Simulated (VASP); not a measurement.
NbAs, 2 atoms in the cell. The cell holds a sheet with vacuum, 2 atoms: a = 3.612 Å, b = 3.612 Å, c = 23.800 Å, α = 90.00°, β = 90.00°, γ = 90.00°. The cell was built by a generator and needn't be a form met in nature.

* Program: VASP 6.6.1
* Task: relaxation of the atoms
* Functional: PBE
* Dispersion: dDsC
* Potentials or basis: VASP PAW PBE potentials, release 64 (Nb_sv, As)
* Cutoff: 520 eV
* k mesh: 7 × 7 × 1
* Occupations: gaussian, width 0.05 eV
* Spin: no spin polarisation
* Dipole correction: yes
* Atoms held fixed (from 0): [0]
* Further INCAR settings: ALGO = Fast; EDIFF = 1e-06; IBRION = 2; EDIFFG = -0.02; NSW = 60

Potentials or basis: VASP PAW PBE potentials, release 64 (Nb_sv, As).

Command:

```console
$ cat potpaw_PBE.64/Nb_sv/POTCAR potpaw_PBE.64/As/POTCAR > POTCAR
$ mpirun -np 1 vasp_std > vasp.out
```

Hardware: 1 thread of Intel(R) Xeon(R) Platinum 8488C (Sapphire Rapids), on a shared host.

**Question.** How long does it take, and how much memory?

**Answer.** Wall time 72 s on 1 thread of Intel(R) Xeon(R) Platinum 8488C (Sapphire Rapids), with other jobs on the host, peak memory 0.36 GiB. Counts: scf iterations 27, k points 10, ion steps 1.
